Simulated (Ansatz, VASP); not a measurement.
# One calculation of MgO, two programs

```
CELL_PARAMETERS angstrom
3.21979 0.00000 0.00000
-1.60989 2.78842 0.00000
0.00000 0.00000 5.28367
ATOMIC_POSITIONS crystal
Mg 0.33333 0.66667 0.95644
Mg 0.66667 0.33333 0.45644
O 0.33333 0.66667 0.40094
O 0.66667 0.33333 0.90094
```

Alike in both runs: task single point; functional PBEsol; k mesh 9 × 9 × 6; occupations gaussian, width 0.05 eV; no spin polarisation.

|  | VASP | Ansatz |
| --- | --- | --- |
| version | VASP 6.6.1 | Ansatz 0.2.0 |
| potentials or method | VASP PAW PBE potentials, release 64 (Mg, O) | scalar-relativistic, plane waves, PAW |
| plane-wave cutoff (eV) | 520 | 520 |
| valence electrons in the cell | 16 | 32 |

```csv
,VASP,Ansatz,Ansatz less VASP
gap on the k mesh at the Fermi level (eV),3.11,3.12,+0.006
least direct gap on the mesh (eV),3.11,3.12,+0.006
pressure (GPa),6.4,6.5,+0.06
largest component of the traceless stress (GPa),17.44,17.17,-0.265
rms of the force components (eV/Å),0.496,0.489,-0.0072
```

Atom by atom the forces differ by 0.007 eV/Å (rms over components). The functional is the same, so the differences come from potentials, cutoffs and numerics. The two sets of potentials don't hold the same shells in valence. Ansatz warned: «pseudo_functional_mismatch».

Caveats: the PAW data sets were made with another functional, which shifts forces and pressure a little (VASP); an odd mesh through Γ misses points on the zone boundary, where band edges often lie.
